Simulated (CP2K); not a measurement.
The system is KF (Carobbiite).

```
K F
1.0
     3.77857    0.00000    0.00000
     1.88928    3.27233    0.00000
     1.88928    1.09078    3.08519
K F
1 1
Direct
  0.00000 0.00000 0.00000
  0.50000 0.50000 0.50000
```

Base run:

| Property | Result |
| --- | --- |
| Program | CP2K 2026.2 |
| Functional | PBEsol |
| Potentials or basis | POTENTIAL_UZH K GTH-PBE-q9, F GTH-PBE-q7; TZVP-MOLOPT-PBE-GTH basis |
| Density cutoff | 10204 eV |
| k mesh | 9 × 9 × 9 |
| Occupations | fermi-dirac, width 0.0259 eV |
| Spin | no spin polarisation |

Its results: band gap on the k mesh 6.00 eV, direct; pressure -0.4 GPa.

Task: The run is repeated on the same cell with these changes: functional from PBEsol to PBE; occupations from fermi-dirac, width 0.0259 eV to fermi-dirac, width 0.01 eV. What comes out?

Result: Band gap on the k mesh 6.16 eV, direct; pressure 1.5 GPa.

Caveats: the basis of atomic orbitals isn't converged, which shifts pressures, moduli and gaps; the potentials were made for another functional, which shifts forces and pressure (some runs).
